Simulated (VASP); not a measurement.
# Se (R-3m) in VASP: notebook, part 2 of 2

VASP 6.6.1. The steps go on from the part before.

## 4. Relaxation of cell and atoms, PBEsol, target pressure 187.5 GPa, at which the enthalpy is minimised

INCAR reads:

```
SYSTEM = Se
  PREC = Accurate
  ENCUT = 520
  EDIFF = 1E-7
  ISMEAR = 0
  SIGMA = 0.1
  LREAL = .FALSE.
  LASPH = .TRUE.
  NELM = 60
  ALGO = Normal
  ISIF = 3
  LWAVE = .FALSE.
  LCHARG = .FALSE.
  GGA = PS
  IBRION = 2
  NSW = 80
  EDIFFG = -0.002
  PSTRESS = 1875.0
```

KPOINTS reads:

```
regular mesh
0
G
  6 6 6
  0 0 0
```

POSCAR reads:

```
Se                                      
1.0
    1.9194145509      1.1081745151      0.9290819224
   -1.9194145509      1.1081745151      0.9290819224
    0.0000000000     -2.2163490304      0.9290819224
  Se            
     1
Direct
     0.0000000000000000    0.0000000000000000    0.0000000000000000
```

Launch:

```bash
$ cat potpaw_PBE.64/Se/POTCAR > POTCAR
$ mpirun -np 1 vasp_std > vasp.out
```

Wall time 12 s (1 thread of Intel Xeon 6975P-C (Granite Rapids), shared host); peak memory 0.12 GiB.

It converged, with:

```yaml
Free_energy: -0.4833 eV
Relaxed_volume: 10.67 Å³/atom
Relaxed_cell: a = 2.333 Å, b = 2.333 Å, c = 2.333 Å, α = 106.66°, β = 106.66°, γ = 106.66°
Space_group_after_relaxing_to_0.05_Å: R-3m (No. 166)
Energy_change_on_relaxing_the_enthalpy_is_what_falls: +1144.0 meV/atom
Ionic_steps: 16
Pressure_after_relaxing: 187.5 GPa
Band_gap_on_the_k_mesh: none (metal or under the smearing width)
```

The path:
```
step  energy change (eV)  largest force (eV/Å)  pressure (GPa)  volume (Å³)
   1              0.0000                0.0000          125.00        11.86
   2             21.2908                0.0000         1664.55         5.56
   3              0.7715                0.0000          169.95        11.01
   4              0.9395                0.0000          179.32        10.86
   5              1.0863                0.0000          186.74        10.73
   6              1.1118                0.0000          188.03        10.71
   7              1.1574                0.0000          188.36        10.66
   8              1.1485                0.0000          187.74        10.67
   9              1.1495                0.0000          187.81        10.67
  10              1.1193                0.0000          186.13        10.69
  11              1.1435                0.0000          187.47        10.67
  12              1.1434                0.0000          187.47        10.67
  13              1.1425                0.0000          187.43        10.67
  14              1.1432                0.0000          187.45        10.67
  15              1.1449                0.0000          187.54        10.67
  16              1.1440                0.0000          187.49        10.67
```

Final structure:
```cif
data_structure
_symmetry_space_group_name_H-M 'P 1'
_symmetry_Int_Tables_number 1
_cell_length_a 2.3330
_cell_length_b 2.3330
_cell_length_c 2.3330
_cell_angle_alpha 106.660
_cell_angle_beta 106.660
_cell_angle_gamma 106.660
_cell_volume 10.67
loop_
_atom_site_label
_atom_site_type_symbol
_atom_site_fract_x
_atom_site_fract_y
_atom_site_fract_z
_atom_site_occupancy
Se1 Se 0.00000 0.00000 0.00000 1
```

Levels at points of the mesh, in eV from the Fermi level:
```tsv
k point	band 1	band 2	band 3	band 4	band 5	band 6	band 7
(0.00, 0.00, 0.00)	-24.86	5.52	8.08	8.08	11.94	11.94	15.10
(0.50, 0.00, 0.00)	-17.22	-14.31	1.98	4.76	7.59	9.63	24.84
(0.50, 0.50, 0.00)	-14.70	-13.58	-2.25	3.92	5.32	10.15	20.89
(0.50, 0.50, 0.50)	-7.49	-7.49	-7.44	-5.12	-0.04	-0.04	23.86
```

Caveat: the k mesh is coarse (spacing up to 0.49 Å⁻¹), so the values aren't converged; the cell is relaxed towards a set pressure, so the enthalpy falls and the energy may rise; the PAW data sets were made with another functional, which shifts forces and pressure a little.

## 5. Relaxation of cell and atoms, PBEsol, target pressure 187.5 GPa, at which the enthalpy is minimised

This run uses another cell than the first one, of 10.67 Å³/atom, 0.900 times its volume.

INCAR is that of step 4.

KPOINTS is that of step 4.

POSCAR reads:

```
Se                                      
1.0
    1.8712449395      1.0803637958      0.8797785639
   -1.8712449395      1.0803637958      0.8797785639
   -0.0000000000     -2.1607275921      0.8797785642
  Se            
     1
Direct
     0.0000000000000000    0.0000000000000000    0.0000000000000000
```

Potentials or basis: VASP PAW PBE potentials, release 64 (Se).

Launch:

```bash
$ cat potpaw_PBE.64/Se/POTCAR > POTCAR
$ mpirun -np 1 vasp_std > vasp.out
```

OUTCAR:

```text
SYSTEM = Se
   PREC = Accurate
   ENCUT = 520
   EDIFF = 1E-7
   ISMEAR = 0
   LREAL = .FALSE.
   LASPH = .TRUE.
   NELM = 60
   ISIF = 3
   GGA = PS
   IBRION = 2
   NSW = 80
   EDIFFG = -0.002
   PSTRESS = 1875.0

 ion  position               nearest neighbor table
   1  0.000  0.000  0.000-

  LATTYP: Found a trigonal (rhomboedric) cell.
 ALAT       =     2.3329710406
 COS(alpha) =    -0.2866860061

  Lattice vectors:

 A1 = (   1.8712449395,   1.0803637958,   0.8797785639)
 A2 = (  -1.8712449395,   1.0803637958,   0.8797785639)
 A3 = (   0.0000000000,  -2.1607275921,   0.8797785642)

Analysis of symmetry for initial positions (statically):
=====================================================================
 Subroutine PRICEL returns:
 Original cell was already a primitive cell.

 Routine SETGRP: Setting up the symmetry group for a
 trigonal (rhombohedral) supercell.

 Subroutine GETGRP returns: Found 12 space group operations
 (whereof 12 operations were pure point group operations)
 out of a pool of 12 trial point group operations.

The static configuration has the point symmetry D_3d.

Analysis of symmetry for dynamics (positions and initial velocities):
=====================================================================
 Subroutine PRICEL returns:
 Original cell was already a primitive cell.

 Routine SETGRP: Setting up the symmetry group for a
 trigonal (rhombohedral) supercell.

 Subroutine GETGRP returns: Found 12 space group operations
 (whereof 12 operations were pure point group operations)
 out of a pool of 12 trial point group operations.

The dynamic configuration has the point symmetry D_3d.

 Subroutine INISYM returns: Found 12 space group operations
 (whereof 12 operations are pure point group operations),
 and found     1 'primitive' translations

----------------------------------------------------------------------------------------

                                     Primitive cell

  volume of cell :      10.6715

  direct lattice vectors                    reciprocal lattice vectors
     1.871244939  1.080363796  0.879778564     0.267201791  0.154269022  0.378883218
    -1.871244939  1.080363796  0.879778564    -0.267201791  0.154269022  0.378883218
     0.000000000 -2.160727592  0.879778564     0.000000000 -0.308538045  0.378883218

  length of vectors
     2.332971041  2.332971041  2.332971078     0.488618687  0.488618687  0.488618683

  position of ions in fractional coordinates (direct lattice)
     0.000000000  0.000000000  0.000000000

  ion indices of the primitive-cell ions
   primitive index   ion index
                 1           1

----------------------------------------------------------------------------------------

 KPOINTS: regular mesh

Automatic generation of k-mesh.
 Grid dimensions read from file:
 generate k-points for:    6    6    6

 Generating k-lattice:

  Cartesian coordinates                     Fractional coordinates (reciprocal lattice)
     0.044533632  0.025711504  0.063147203     0.166666667  0.000000000 -0.000000000
    -0.044533632  0.025711504  0.063147203     0.000000000  0.166666667 -0.000000000
     0.000000000 -0.051423007  0.063147203    -0.000000000 -0.000000000  0.166666667

  Length of vectors
     0.081436448  0.081436448  0.081436447

  Shift w.r.t. Gamma in fractional coordinates (k-lattice)
     0.000000000  0.000000000  0.000000000

 Subroutine IBZKPT returns following result:
 ===========================================

 Found     32 irreducible k-points:

 Following reciprocal coordinates:
            Coordinates               Weight
  0.000000  0.000000  0.000000      1.000000
  0.166667  0.000000 -0.000000      6.000000
  0.333333 -0.000000 -0.000000      6.000000
  0.500000  0.000000 -0.000000      3.000000
  0.166667  0.166667 -0.000000      6.000000
  0.333333  0.166667 -0.000000     12.000000
[... 16 lines left out ...]
  0.500000  0.500000  0.166667      6.000000
 -0.333333  0.500000  0.166667     12.000000
 [... further k-points ...]
   k-points           NKPTS =     32   k-points in BZ     NKDIM =     32   number of bands    NBANDS=      7
   number of dos      NEDOS =    301   number of ions     NIONS =      1
   total plane-waves  NPLWV =   5832
   dimension x,y,z NGX =    18 NGY =   18 NGZ =   18
   dimension x,y,z NGXF=    36 NGYF=   36 NGZF=   36
   ions per type =               1
   NGX,Y,Z   is equivalent  to a cutoff of  12.83, 12.83, 12.83 a.u.
   NGXF,Y,Z  is equivalent  to a cutoff of  25.65, 25.65, 25.65 a.u.
 SYSTEM =  Se
   PREC   = accura    normal or accurate (medium, high low for compatibility)
   ISTART =      0    job   : 0-new  1-cont  2-samecut
   ICHARG =      2    charge: 1-file 2-atom 10-const
   ISPIN  =      1    spin polarized calculation?
   LNONCOLLINEAR =      F non collinear calculations
   LSORBIT =      F    spin-orbit coupling
   LASPH  =      T    aspherical Exc in radial PAW
   ENCUT  =  520.0 eV  38.22 Ry    6.18 a.u.   4.34  4.34  4.34*2*pi/ulx,y,z
   NELM   =     60;   NELMIN=  2; NELMDL= -5     # of ELM steps
   EDIFF  = 0.1E-06   stopping-criterion for ELM
   LREAL  =      F    real-space projection
   EDIFFG = -.2E-02   stopping-criterion for IOM
   NSW    =     80    number of steps for IOM
   IBRION =      2    ionic relax: 0-MD 1-quasi-New 2-CG
   NFREE  =      1    steps in history (QN), initial steepest desc. (CG)
   ISIF   =      3    stress and relaxation
   ISYM   =      2    0-nonsym 1-usesym 2-fastsym
   POTIM  = 0.5000    time-step for ionic-motion
   TEBEG  =    0.0;   TEEND  =   0.0 temperature during run
   PSTRESS= 1875.0 pullay stress
   NELECT =       6.0000    total number of electrons
   NUPDOWN=      -1.0000    fix difference up-down
   EMIN   =  10.00;   EMAX   =-10.00  energy-range for DOS
   EFERMI =   0.00;   METHOD = LEGACY
   ISMEAR =     0;   SIGMA  =   0.10  broadening in eV -4-tet -1-fermi 0-gaus
   EFERMI_NEDOS =   21; number of points for ismear=-14 and -15
   IALGO  =     38    algorithm
   IMIX   =      4    mixing-type and parameters
     AMIX     =   0.40;   BMIX     =  1.00
     AMIX_MAG =   1.60;   BMIX_MAG =  1.00
  volume/ion in A,a.u.               =      10.67        72.01
  Fermi-wavevector in a.u.,A,eV,Ry     =   1.351191  2.553381 24.840398  1.825718
  Thomas-Fermi vector in A             =   2.478633
   LORBIT       =      0    0 simple, 1 ext, 2 COOP (PROOUT), +10 PAW based schemes
   GGA     = PS    functional components
   LHFCALC =     F    Hartree Fock is set to
   AEXX    =    0.0000 exact exchange contribution
   IVDW    =     0    specifies the selected vdW correction
   LEPSILON=     F    determine dielectric tensor
   LRPA    =     F    only Hartree local field effects (RPA)
 conjugate gradient relaxation of ions
 non-spin polarized calculation
 Gauss-broadening in eV      SIGMA  =   0.10
  energy-cutoff  :      520.00
  volume of cell :       10.67
 maximum number of plane-waves:       296
 NGX is ok and might be reduce to    18
   NGX =  9   NGY =  9   NGZ =  9

 number of electron       6.0000000 magnetization

 Free energy of the ion-electron system (eV)
  ---------------------------------------------------
  ext. energy  EPLUGINS =         0.00000000
  ---------------------------------------------------
  free energy    TOTEN  =        -0.48306737 eV

  energy without entropy =       -0.47887199  energy(sigma->0) =       -0.48096968

 E-fermi :  16.0929     XC(G=0): -13.8022

 val. band max:       16.0496223041   @ k =   0.5000   0.5000   0.5000
 cond. band min:      16.1390910833   @ k =  -0.3333   0.1667   0.0000
 fundamental gap:      0.0894687793
 Fermi energy:        16.0928964576

 k-point     1 :       0.0000    0.0000    0.0000
  band No.  band energies     occupation
      1      -8.7687      2.00000
      2      21.6144      0.00000
      3      24.1767      0.00000
      4      24.1767      0.00000
      5      28.0380      0.00000
      6      28.0380      0.00000
      7      31.1964      0.00000
[... 221 lines left out ...]
 k-point    24 :      -0.3333    0.5000    0.1667
  band No.  band energies     occupation
      1       0.8324      2.00000
      2       5.8829      2.00000
      3       9.0586      2.00000
      4      19.1916      0.00000
      5      23.9431      0.00000
      6      28.0805      0.00000
      7      30.6301      0.00000

 [... further k-points ...]
[... 5 lines left out ...]
  --------------------------------------------------------------------------------------
  -------------------------------------------------------------------------------------
  Total       12.4889496     12.4889502     12.4875216      0.0000000     -0.0000000      0.0000000
  in kB     1875.0428919   1875.0429836   1874.8284991      0.0000000     -0.0000005      0.0000000
  external PRESSURE =      -0.0285418 kB  Pullay stress =    1875.0000000 kB

 VOLUME and BASIS-vectors are now :
 -----------------------------------------------------------------------------
  energy-cutoff  :      520.00
  volume of cell :       10.67
      direct lattice vectors                 reciprocal lattice vectors
     1.871244939  1.080363796  0.879778564     0.267201791  0.154269022  0.378883218
    -1.871244939  1.080363796  0.879778564    -0.267201791  0.154269022  0.378883218
     0.000000000 -2.160727592  0.879778564     0.000000000 -0.308538045  0.378883218

 POSITION                                       TOTAL-FORCE (eV/Angst)
 -----------------------------------------------------------------------------------
      0.00000      0.00000      0.00000         0.000000      0.000000      0.000000
 -----------------------------------------------------------------------------------
    total drift:                               -0.000000     -0.000000      0.000000

  FREE ENERGIE OF THE ION-ELECTRON SYSTEM (eV)
  ---------------------------------------------------
  free  energy   TOTEN  =        -0.4830673710 eV

  energy  without entropy=       -0.4788719859  energy(sigma->0) =       -0.48096968

  enthalpy is  TOTEN    =        12.0055965084 eV   P V=       12.4886638795

 reached required accuracy - stopping structural energy minimisation
```

OSZICAR:

```text
N       E                     dE             d eps       ncg     rms          rms(c)
DAV:   1     0.120922274451E+02    0.12092E+02   -0.34932E+03   455   0.797E+02
DAV:   2    -0.382526530259E+00   -0.12475E+02   -0.12006E+02   602   0.897E+01
DAV:   3    -0.528287585450E+00   -0.14576E+00   -0.14339E+00   511   0.992E+00
DAV:   4    -0.528411566278E+00   -0.12398E-03   -0.12381E-03   707   0.249E-01
DAV:   5    -0.528411586019E+00   -0.19741E-07   -0.20425E-07   546   0.193E-03    0.116E+01
DAV:   6    -0.498973105057E+00    0.29438E-01   -0.32117E-03   595   0.499E-01    0.699E+00
DAV:   7    -0.483147773785E+00    0.15825E-01   -0.56808E-03   518   0.714E-01    0.776E-02
DAV:   8    -0.483070082737E+00    0.77691E-04   -0.10914E-04   567   0.793E-02    0.202E-02
DAV:   9    -0.483067671956E+00    0.24108E-05   -0.56367E-06   658   0.179E-02    0.585E-03
DAV:  10    -0.483067327141E+00    0.34481E-06   -0.71440E-08   518   0.261E-03    0.165E-03
DAV:  11    -0.483067371019E+00   -0.43878E-07   -0.53718E-09   301   0.592E-04
   1 F= 0.12005597E+02 E0= 0.12007694E+02  d E =0.120056E+02
```

Wall time 1.7 s (1 thread of Intel Xeon 6975P-C (Granite Rapids), shared host); peak memory 0.11 GiB.

What came out:

```yaml
Free_energy: -0.4831 eV
Pressure_after_relaxing: 187.5 GPa
Band_gap_on_the_k_mesh: none (metal or under the smearing width)
```

Final structure:
```yaml
crystal:
  lattice:
    - [1.87124, 1.08036, 0.87978]
    - [-1.87124, 1.08036, 0.87978]
    - [0.00000, -2.16073, 0.87978]
  atoms:
    - { symbol: Se, position: [0.00000, 0.00000, 0.00000] }
```

Levels at points of the mesh, in eV from the Fermi level:
```csv
k point,band 1,band 2,band 3,band 4,band 5,band 6,band 7
"(0.00, 0.00, 0.00)",-24.86,5.52,8.08,8.08,11.95,11.95,15.10
"(0.50, 0.00, 0.00)",-17.22,-14.31,1.98,4.76,7.59,9.63,24.84
"(0.50, 0.50, 0.00)",-14.70,-13.58,-2.25,3.92,5.32,10.15,20.89
"(0.50, 0.50, 0.50)",-7.49,-7.49,-7.44,-5.12,-0.04,-0.04,23.86
```

Caveat: the k mesh is coarse (spacing up to 0.51 Å⁻¹), so the values aren't converged; the relaxation stopped at its first step, so nothing moved; the cell is relaxed towards a set pressure, so the enthalpy falls and the energy may rise; the PAW data sets were made with another functional, which shifts forces and pressure a little.

## 6. Relaxation of cell and atoms, PBEsol, target pressure 30 GPa, at which the enthalpy is minimised

This run uses another cell than the first one, of 13.35 Å³/atom, 1.125 times its volume.

Changes to INCAR since step 5:

```diff
@@ -17,2 +17,2 @@
   EDIFFG = -0.002
-  PSTRESS = 1875.0
+  PSTRESS = 300.0
```

KPOINTS is that of step 5.

POSCAR reads:

```
Se                                      
1.0
    1.9760053195      1.1408472233      0.9866355630
   -1.9760053195      1.1408472233      0.9866355630
    0.0000000000     -2.2816944471      0.9866355632
  Se            
     1
Direct
     0.0000000000000000    0.0000000000000000    0.0000000000000000
```

Potentials or basis: VASP PAW PBE potentials, release 64 (Se).

Launch:

```bash
$ cat potpaw_PBE.64/Se/POTCAR > POTCAR
$ mpirun -np 1 vasp_std > vasp.out
```

It took 11 s on 1 thread of Intel Xeon 6975P-C (Granite Rapids), shared host; peak memory 0.12 GiB.

Results (log left out):

```yaml
Free_energy: -3.2609 eV
Relaxed_volume: 15.68 Å³/atom
Relaxed_cell: a = 2.612 Å, b = 2.612 Å, c = 2.612 Å, α = 104.68°, β = 104.68°, γ = 104.68°
Space_group_after_relaxing_to_0.05_Å: R-3m (No. 166)
Energy_change_on_relaxing_the_enthalpy_is_what_falls: -725.5 meV/atom
Ionic_steps: 14
Pressure_after_relaxing: 30.0 GPa
Band_gap_on_the_k_mesh: none (metal or under the smearing width)
```

The path:
| step | energy change (eV) | largest force (eV/Å) | pressure (GPa) | volume (Å³) |
| --- | --- | --- | --- | --- |
| 1 | 0.0000 | 0.0000 | 75.01 | 13.35 |
| 2 | -0.9096 | 0.0000 | -8.54 | 21.97 |
| 3 | -0.7625 | 0.0000 | 26.14 | 15.93 |
| 4 | -0.7187 | 0.0000 | 29.38 | 15.68 |
| 5 | -0.7096 | 0.0000 | 30.04 | 15.63 |
| 6 | -0.7228 | 0.0000 | 30.22 | 15.67 |
| 7 | -0.7226 | 0.0000 | 30.21 | 15.67 |
| 8 | -0.7225 | 0.0000 | 30.21 | 15.67 |
| 9 | -0.7297 | 0.0000 | 29.69 | 15.71 |
| 10 | -0.7252 | 0.0000 | 30.00 | 15.68 |
| 11 | -0.7253 | 0.0000 | 30.01 | 15.68 |
| 12 | -0.7275 | 0.0000 | 29.85 | 15.70 |
| 13 | -0.7254 | 0.0000 | 29.99 | 15.68 |
| 14 | -0.7255 | 0.0000 | 29.99 | 15.68 |

Final structure:
```
Se
1.0
     2.06760    1.19373    1.05913
    -2.06760    1.19373    1.05913
     0.00000   -2.38746    1.05913
Se
1
Cartesian
  0.0000 0.0000 0.0000
```

Levels at points of the mesh, in eV from the Fermi level:
| k point | band 1 | band 2 | band 3 | band 4 | band 5 | band 6 | band 7 |
| --- | --- | --- | --- | --- | --- | --- | --- |
| (0.00, 0.00, 0.00) | -19.22 | 2.42 | 4.52 | 4.52 | 10.18 | 10.18 | 11.96 |
| (0.50, 0.00, 0.00) | -14.98 | -9.67 | 1.80 | 3.72 | 8.36 | 8.95 | 21.29 |
| (0.50, 0.50, 0.00) | -12.69 | -8.94 | -2.85 | 3.57 | 4.15 | 10.41 | 17.80 |
| (0.50, 0.50, 0.50) | -9.34 | -5.34 | -5.34 | -2.72 | 2.72 | 2.72 | 16.81 |

Caveat: the k mesh is coarse (spacing up to 0.47 Å⁻¹), so the values aren't converged; the cell is relaxed towards a set pressure, so the enthalpy falls and the energy may rise; the volume moved by over 15 % at a fixed basis, so the end points are rough; the PAW data sets were made with another functional, which shifts forces and pressure a little.

## 7. The runs side by side

| cell | target pressure | gap on the mesh (eV) | pressure (GPa) |
| --- | --- | --- | --- |
| relaxed to 75 GPa | 75 GPa | none | 75.0 |
| relaxed to 187.5 GPa | 187.5 GPa | none | 187.5 |
| relaxed to 30 GPa | 30 GPa | none | 30.0 |

Alike in all rows: task relaxation of cell and atoms; level PBEsol; potentials or basis VASP PAW PBE potentials, release 64 (Se); no spin polarisation; k mesh 6 × 6 × 6; cutoff (eV) 520; smearing gaussian 0.1 eV; the mesh is coarse, so values aren't converged.

Caveats: all runs use coarse meshes; the cell is relaxed towards a set pressure, so the enthalpy falls and the energy may rise; the PAW data sets were made with another functional, which shifts forces and pressure a little; the relaxation stopped at its first step, so nothing moved (some runs); the volume moved by over 15 % at a fixed basis, so the end points are rough (some runs).

Absolute energies hang on the potentials; compare differences alone.
